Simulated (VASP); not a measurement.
# InSb (I-4m2) in VASP: settings compared

Aim: see how the results for InSb move with the level of theory and the settings. Levels: PBE+D3(BJ), PBEsol, RPBE. Tasks: relaxation of cell and atoms, single point.

Program: VASP 6.6.1. These are calculated values, not measurements. Logs are shortened: lines on timing, memory, paths and dates and some standing lists are left out, and cuts for length are marked.

## Step 1: Starting point

Symmetry: I-4m2, No. 119, tetragonal system. The conventional cell has a = 5.889 Å, b = 5.889 Å, c = 3.273 Å, α = 90.00°, β = 90.00°, γ = 90.00°. In (site symmetry -4m2) is surrounded by 4 Sb at 3.06 Å and 2 In at 3.27 Å. Sb (site symmetry -4m2) is surrounded by 4 In at 3.06 Å and 2 Sb at 3.27 Å.

Measurements of this composition are mostly on another form, of space group No. 216.

## Step 2: Relaxation of cell and atoms, PBE+D3(BJ)

Input file INCAR:

```
SYSTEM = InSb
ALGO = Normal
EDIFF = 1E-7
EDIFFG = -0.005
ENCUT = 600
GGA = PE
IBRION = 2
ISIF = 3
ISMEAR = 0
IVDW = 12
LASPH = .TRUE.
LCHARG = .FALSE.
LREAL = .FALSE.
LWAVE = .FALSE.
NELM = 80
NSW = 90
PREC = Accurate
SIGMA = 0.1
```

Input file KPOINTS:

```
k-points
0
G
  14 14 14
  0 0 0
```

Input file POSCAR:

```
InSb
1.0
   -2.9447400000      2.9447400000      1.6363770000
    2.9447400000     -2.9447400000      1.6363770000
    2.9447400000      2.9447400000     -1.6363770000
In Sb
1 1
Direct
    0.7500000000      0.2500000000      0.5000000000
    0.0000000000      0.0000000000      0.0000000000
```

Potentials or basis: VASP PAW PBE potentials, release 64 (In_d, Sb).

The run is started by

```bash
$ cat potpaw_PBE.64/In_d/POTCAR potpaw_PBE.64/Sb/POTCAR > POTCAR
$ mpirun -np 1 vasp_std > vasp.out
```

OUTCAR:

```text
SYSTEM = InSb
   EDIFF = 1E-7
   EDIFFG = -0.005
   ENCUT = 600
   GGA = PE
   IBRION = 2
   ISIF = 3
   ISMEAR = 0
   IVDW = 12
   LASPH = .TRUE.
   LREAL = .FALSE.
   NELM = 80
   NSW = 90
   PREC = Accurate
 IVDW          = 12

 ion  position               nearest neighbor table
   1  0.750  0.250  0.500-   2 3.06   2 3.06   2 3.06   2 3.06   2 3.83   2 3.83   2 3.83   2 3.83

   2  0.000  0.000  0.000-   1 3.06   1 3.06   1 3.06   1 3.06   1 3.83   1 3.83   1 3.83   1 3.83

  LATTYP: Found a body centered tetragonal cell.
 ALAT       =     5.8894800000
 C/A-ratio  =     0.5556949001

  Lattice vectors:

 A1 = (  -2.9447400000,   2.9447400000,   1.6363770000)
 A2 = (   2.9447400000,  -2.9447400000,   1.6363770000)
 A3 = (   2.9447400000,   2.9447400000,  -1.6363770000)

Analysis of symmetry for initial positions (statically):
=====================================================================
 Subroutine PRICEL returns:
 Original cell was already a primitive cell.

 Routine SETGRP: Setting up the symmetry group for a
 body centered tetragonal supercell.

 Subroutine GETGRP returns: Found  8 space group operations
 (whereof  8 operations were pure point group operations)
 out of a pool of 16 trial point group operations.

The static configuration has the point symmetry D_2d.

Analysis of symmetry for dynamics (positions and initial velocities):
=====================================================================
 Subroutine PRICEL returns:
 Original cell was already a primitive cell.

 Routine SETGRP: Setting up the symmetry group for a
 body centered tetragonal supercell.

 Subroutine GETGRP returns: Found  8 space group operations
 (whereof  8 operations were pure point group operations)
 out of a pool of 16 trial point group operations.

The dynamic configuration has the point symmetry D_2d.

 Subroutine INISYM returns: Found  8 space group operations
 (whereof  8 operations are pure point group operations),
 and found     1 'primitive' translations

----------------------------------------------------------------------------------------

                                     Primitive cell

  volume of cell :      56.7593

  direct lattice vectors                    reciprocal lattice vectors
    -2.944740000  2.944740000  1.636377000     0.000000000  0.169794277  0.305553060
     2.944740000 -2.944740000  1.636377000     0.169794277  0.000000000  0.305553060
     2.944740000  2.944740000 -1.636377000     0.169794277  0.169794277  0.000000000

  length of vectors
     4.474451589  4.474451589  4.474451589     0.349560823  0.349560823  0.240125370

  position of ions in fractional coordinates (direct lattice)
     0.750000000  0.250000000  0.500000000
     0.000000000  0.000000000  0.000000000

  ion indices of the primitive-cell ions
   primitive index   ion index
                 1           1
                 2           2

----------------------------------------------------------------------------------------

 KPOINTS: k-points

Automatic generation of k-mesh.
 Grid dimensions read from file:
 generate k-points for:   14   14   14

 Generating k-lattice:

  Cartesian coordinates                     Fractional coordinates (reciprocal lattice)
     0.000000000  0.012128163  0.021825219     0.071428571  0.000000000 -0.000000000
     0.012128163  0.000000000  0.021825219     0.000000000  0.071428571 -0.000000000
     0.012128163  0.012128163  0.000000000     0.000000000  0.000000000  0.071428571

  Length of vectors
     0.024968630  0.024968630  0.017151812

  Shift w.r.t. Gamma in fractional coordinates (k-lattice)
     0.000000000  0.000000000  0.000000000

 Subroutine IBZKPT returns following result:
 ===========================================

 Found    244 irreducible k-points:

 Following reciprocal coordinates:
            Coordinates               Weight
  0.000000  0.000000  0.000000      1.000000
  0.071429  0.000000 -0.000000      8.000000
  0.142857 -0.000000  0.000000      8.000000
  0.214286 -0.000000  0.000000      8.000000
  0.285714 -0.000000  0.000000      8.000000
  0.357143 -0.000000  0.000000      8.000000
[... 16 lines left out ...]
  0.214286  0.142857  0.000000     16.000000
  0.285714  0.142857  0.000000     16.000000
 [... further k-points ...]
   k-points           NKPTS =    244   k-points in BZ     NKDIM =    244   number of bands    NBANDS=     13
   number of dos      NEDOS =    301   number of ions     NIONS =      2
   total plane-waves  NPLWV =  46656
   dimension x,y,z NGX =    36 NGY =   36 NGZ =   36
   dimension x,y,z NGXF=    72 NGYF=   72 NGZF=   72
   ions per type =               1   1
   NGX,Y,Z   is equivalent  to a cutoff of  13.38, 13.38, 13.38 a.u.
   NGXF,Y,Z  is equivalent  to a cutoff of  26.75, 26.75, 26.75 a.u.
 SYSTEM =  InSb
   PREC   = accura    normal or accurate (medium, high low for compatibility)
   ISTART =      0    job   : 0-new  1-cont  2-samecut
   ICHARG =      2    charge: 1-file 2-atom 10-const
   ISPIN  =      1    spin polarized calculation?
   LNONCOLLINEAR =      F non collinear calculations
   LSORBIT =      F    spin-orbit coupling
   LASPH  =      T    aspherical Exc in radial PAW
   ENCUT  =  600.0 eV  44.10 Ry    6.64 a.u.   8.94  8.94  8.94*2*pi/ulx,y,z
   NELM   =     80;   NELMIN=  2; NELMDL= -5     # of ELM steps
   EDIFF  = 0.1E-06   stopping-criterion for ELM
   LREAL  =      F    real-space projection
   EDIFFG = -.5E-02   stopping-criterion for IOM
   NSW    =     90    number of steps for IOM
   IBRION =      2    ionic relax: 0-MD 1-quasi-New 2-CG
   NFREE  =      1    steps in history (QN), initial steepest desc. (CG)
   ISIF   =      3    stress and relaxation
   ISYM   =      2    0-nonsym 1-usesym 2-fastsym
   POTIM  = 0.5000    time-step for ionic-motion
   TEBEG  =    0.0;   TEEND  =   0.0 temperature during run
   PSTRESS=    0.0 pullay stress
   NELECT =      18.0000    total number of electrons
   NUPDOWN=      -1.0000    fix difference up-down
   EMIN   =  10.00;   EMAX   =-10.00  energy-range for DOS
   EFERMI =   0.00;   METHOD = LEGACY
   ISMEAR =     0;   SIGMA  =   0.10  broadening in eV -4-tet -1-fermi 0-gaus
   EFERMI_NEDOS =   21; number of points for ismear=-14 and -15
   IALGO  =     38    algorithm
   IMIX   =      4    mixing-type and parameters
     AMIX     =   0.40;   BMIX     =  1.00
     AMIX_MAG =   1.60;   BMIX_MAG =  1.00
  volume/ion in A,a.u.               =      28.38       191.52
  Fermi-wavevector in a.u.,A,eV,Ry     =   1.116400  2.109690 16.957613  1.246349
  Thomas-Fermi vector in A             =   2.253014
   LORBIT       =      0    0 simple, 1 ext, 2 COOP (PROOUT), +10 PAW based schemes
   GGA     = PE    functional components
   LHFCALC =     F    Hartree Fock is set to
   AEXX    =    0.0000 exact exchange contribution
   IVDW    =    12    specifies the selected vdW correction
   LEPSILON=     F    determine dielectric tensor
   LRPA    =     F    only Hartree local field effects (RPA)
 conjugate gradient relaxation of ions
 non-spin polarized calculation
 Gauss-broadening in eV      SIGMA  =   0.10
  energy-cutoff  :      600.00
  volume of cell :       56.76
 maximum number of plane-waves:      1934
   NGX = 17   NGY = 17   NGZ = 17

--------------------------------------- Ionic step        1  -------------------------------------------

 number of electron      17.9999998 magnetization

 Free energy of the ion-electron system (eV)
  ---------------------------------------------------
  ext. energy  EPLUGINS =         0.00000000
  ---------------------------------------------------
  free energy    TOTEN  =        -6.69382660 eV

  energy without entropy =       -6.68878498  energy(sigma->0) =       -6.69130579

 E-fermi :   7.0518     XC(G=0):  -9.8597

 val. band max:        7.0390195035   @ k =  -0.2143  -0.3571   0.0714
 cond. band min:       7.0644689910   @ k =  -0.2857   0.5000   0.1429
 fundamental gap:      0.0254494875
 Fermi energy:         7.0518332001

 k-point     1 :       0.0000    0.0000    0.0000
  band No.  band energies     occupation
      1      -7.6795      2.00000
      2      -7.4707      2.00000
      3      -7.4666      2.00000
      4      -7.3952      2.00000
      5      -7.3952      2.00000
      6      -4.1699      2.00000
      7       3.9055      2.00000
      8       5.1215      2.00000
      9       5.1215      2.00000
     10      10.4082      0.00000
     11      11.3862      0.00000
     12      13.5308      0.00000
     13      13.5308      0.00000

 k-point     2 :       0.0714    0.0000   -0.0000
  band No.  band energies     occupation
      1      -7.6625      2.00000
      2      -7.4714      2.00000
      3      -7.4645      2.00000
      4      -7.4023      2.00000
      5      -7.4022      2.00000
      6      -4.0811      2.00000
      7       3.7113      2.00000
      8       5.1299      2.00000
      9       5.4893      2.00000
     10      10.5558      0.00000
     11      10.6758      0.00000
     12      13.1331      0.00000
     13      13.4953      0.00000
[... 489 lines left out ...]
 VOLUME and BASIS-vectors are now :
 -----------------------------------------------------------------------------
  energy-cutoff  :      600.00
  volume of cell :       53.93
      direct lattice vectors                 reciprocal lattice vectors
    -2.907219634  2.907219634  1.595097835     0.000000000  0.171985630  0.313460397
     2.907219634 -2.907219634  1.595097835     0.171985630  0.000000000  0.313460397
     2.907219634  2.907219634 -1.595097835     0.171985630  0.171985630  0.000000000

 POSITION                                       TOTAL-FORCE (eV/Angst)
 -----------------------------------------------------------------------------------
     -0.00000      2.90722      0.79755         0.000000      0.000000      0.000000
      2.90722     -2.90722      1.59510        -0.000000     -0.000000     -0.000000
 -----------------------------------------------------------------------------------
    total drift:                                0.000000     -0.000000     -0.000000

  FREE ENERGIE OF THE ION-ELECTRON SYSTEM (eV)
  ---------------------------------------------------
  free  energy   TOTEN  =        -7.5215847475 eV

  energy  without entropy=       -7.5169670416  energy(sigma->0) =       -7.51927589

--------------------------------------- Ionic step        5  -------------------------------------------

 number of electron      17.9999994 magnetization

 Free energy of the ion-electron system (eV)
  ---------------------------------------------------
  ext. energy  EPLUGINS =         0.00000000
  ---------------------------------------------------
  free energy    TOTEN  =        -6.67518254 eV

  energy without entropy =       -6.67050268  energy(sigma->0) =       -6.67284261

 E-fermi :   7.6870     XC(G=0): -10.0919

 val. band max:        7.6732140609   @ k =  -0.2857   0.5000   0.1429
 cond. band min:       7.7034156026   @ k =  -0.2857  -0.4286   0.0714
 fundamental gap:      0.0302015418
 Fermi energy:         7.6869693427

 k-point     1 :       0.0000    0.0000    0.0000
  band No.  band energies     occupation
      1      -7.1606      2.00000
      2      -6.9110      2.00000
      3      -6.9085      2.00000
      4      -6.8053      2.00000
      5      -6.8053      2.00000
      6      -3.9187      2.00000
      7       4.4870      2.00000
      8       5.5362      2.00000
      9       5.5362      2.00000
     10      10.8838      0.00000
     11      12.5287      0.00000
     12      14.2654      0.00000
     13      14.2654      0.00000

 k-point     2 :       0.0714    0.0000   -0.0000
  band No.  band energies     occupation
      1      -7.1394      2.00000
      2      -6.9117      2.00000
      3      -6.9059      2.00000
      4      -6.8145      2.00000
      5      -6.8144      2.00000
      6      -3.8227      2.00000
      7       4.2559      2.00000
      8       5.5498      2.00000
      9       5.9568      2.00000
     10      11.0382      0.00000
     11      11.7259      0.00000
     12      13.8799      0.00000
     13      14.2602      0.00000
[... 369 lines left out ...]
 VOLUME and BASIS-vectors are now :
 -----------------------------------------------------------------------------
  energy-cutoff  :      600.00
  volume of cell :       53.93
      direct lattice vectors                 reciprocal lattice vectors
    -2.912115990  2.912115990  1.589870051     0.000000000  0.171696458  0.314491112
     2.912115990 -2.912115990  1.589870051     0.171696458  0.000000000  0.314491112
     2.912115990  2.912115990 -1.589870051     0.171696458  0.171696458  0.000000000

 POSITION                                       TOTAL-FORCE (eV/Angst)
 -----------------------------------------------------------------------------------
      0.00000      2.91212      0.79494         0.000000      0.000000      0.000000
     -0.00000      0.00000      0.00000        -0.000000     -0.000000     -0.000000
 -----------------------------------------------------------------------------------
    total drift:                                0.000000     -0.000000     -0.000000

  FREE ENERGIE OF THE ION-ELECTRON SYSTEM (eV)
  ---------------------------------------------------
  free  energy   TOTEN  =        -7.5217829385 eV

  energy  without entropy=       -7.5171030735  energy(sigma->0) =       -7.51944301

 reached required accuracy - stopping structural energy minimisation
```

Wall time 3.7 min (1 thread of Intel Xeon 6975P-C (Granite Rapids), shared host); peak memory 0.42 GiB.

What came out:

| Property | Result |
| --- | --- |
| Free energy | -7.5218 eV |
| Relaxed volume | 26.97 Å³/atom |
| Relaxed cell | a = 4.415 Å, b = 4.415 Å, c = 4.415 Å, α = 97.45°, β = 97.45°, γ = 137.78° |
| Space group after relaxing (to 0.05 Å) | I-4m2 (No. 119) |
| Energy gained by relaxing | 11.7 meV/atom |
| Ionic steps | 5 |
| Pressure after relaxing | 0.0 GPa |
| Band gap on the k mesh | none (metal or under the smearing width) |
| Dispersion energy per atom | -0.423 eV |

Step by step:
| step | energy change (eV) | largest force (eV/Å) | pressure (GPa) | volume (Å³) |
| --- | --- | --- | --- | --- |
| 1 | 0.0000 | 0.0000 | -2.34 | 56.76 |
| 2 | -0.0217 | 0.0000 | 0.58 | 53.42 |
| 3 | -0.0224 | 0.0000 | 0.07 | 53.92 |
| 4 | -0.0233 | 0.0000 | 0.04 | 53.93 |
| 5 | -0.0235 | 0.0000 | 0.03 | 53.93 |

Final structure:
```cif
data_structure
_symmetry_space_group_name_H-M 'P 1'
_symmetry_Int_Tables_number 1
_cell_length_a 4.4146
_cell_length_b 4.4146
_cell_length_c 4.4146
_cell_angle_alpha 97.452
_cell_angle_beta 97.452
_cell_angle_gamma 137.782
_cell_volume 53.93
loop_
_atom_site_label
_atom_site_type_symbol
_atom_site_fract_x
_atom_site_fract_y
_atom_site_fract_z
_atom_site_occupancy
In1 In 0.75000 0.25000 0.50000 1
Sb1 Sb 0.00000 0.00000 0.00000 1
```

Caveat: pairwise dispersion overbinds metals, which lowers pressure and volume. Spin-orbit coupling is left out, which matters for the levels of Sb.

## Step 3: Relaxation of cell and atoms, PBEsol

Changes to INCAR since step 2:

```diff
@@ -4,4 +4,4 @@
 EDIFFG = -0.005
-ENCUT = 600
-GGA = PE
+ENCUT = 300
+GGA = PS
 IBRION = 2
@@ -9,3 +9,2 @@
 ISMEAR = 0
-IVDW = 12
 LASPH = .TRUE.
```

KPOINTS is that of step 2.

POSCAR is that of step 2.

Potentials or basis: VASP PAW PBE potentials, release 64 (In_d, Sb).

The run is started by

```bash
$ cat potpaw_PBE.64/In_d/POTCAR potpaw_PBE.64/Sb/POTCAR > POTCAR
$ mpirun -np 1 vasp_std > vasp.out
```

Run time: 2.6 min. Hardware: 1 thread of Intel Xeon 6975P-C (Granite Rapids), shared host; peak memory 0.24 GiB.

Results (log left out):

* Free energy: -7.5860 eV
* Relaxed volume: 26.59 Å³/atom
* Relaxed cell: a = 4.394 Å, b = 4.394 Å, c = 4.394 Å, α = 97.45°, β = 97.45°, γ = 137.80°
* Space group after relaxing (to 0.05 Å): I-4m2 (No. 119)
* Energy gained by relaxing: 19.4 meV/atom
* Ionic steps: 7
* Pressure after relaxing: 0.0 GPa
* Band gap on the k mesh: none (metal or under the smearing width)

Step by step:
```
step  energy change (eV)  largest force (eV/Å)  pressure (GPa)  volume (Å³)
   1              0.0000                0.0000           -3.06        56.76
   2             -0.0358                0.0000            0.84        52.42
   3             -0.0376                0.0000            0.06        53.14
   4             -0.0385                0.0000            0.04        53.13
   5             -0.0388                0.0000            0.03        53.13
   6             -0.0388                0.0000            0.03        53.13
   7             -0.0388                0.0000           -0.02        53.18
```

Final structure:
```cif
data_structure
_symmetry_space_group_name_H-M 'P 1'
_symmetry_Int_Tables_number 1
_cell_length_a 4.3942
_cell_length_b 4.3942
_cell_length_c 4.3942
_cell_angle_alpha 97.447
_cell_angle_beta 97.447
_cell_angle_gamma 137.798
_cell_volume 53.18
loop_
_atom_site_label
_atom_site_type_symbol
_atom_site_fract_x
_atom_site_fract_y
_atom_site_fract_z
_atom_site_occupancy
In1 In 0.75000 0.25000 0.50000 1
Sb1 Sb 0.00000 0.00000 0.00000 1
```

Levels at points of the mesh, in eV from the Fermi level:
| k point | band 5 | band 6 | band 7 | band 8 | band 9 | band 10 | band 11 | band 12 | band 13 |
| --- | --- | --- | --- | --- | --- | --- | --- | --- | --- |
| (0.00, 0.00, 0.00) | -14.38 | -11.71 | -3.19 | -2.19 | -2.19 | 3.15 | 4.94 | 6.63 | 6.63 |
| (0.50, 0.00, 0.00) | -14.29 | -8.12 | -5.17 | -2.20 | -1.34 | -1.28 | 2.43 | 3.08 | 5.09 |
| (0.50, 0.50, 0.00) | -14.37 | -10.52 | -7.71 | -0.41 | 1.63 | 1.76 | 1.99 | 4.37 | 7.69 |
| (0.50, 0.50, 0.50) | -14.37 | -9.43 | -5.61 | -4.93 | -4.93 | 3.84 | 5.83 | 9.40 | 9.40 |

Caveat: the PAW data sets were made with another functional, which shifts forces and pressure a little.

[end of part 1 of 2]
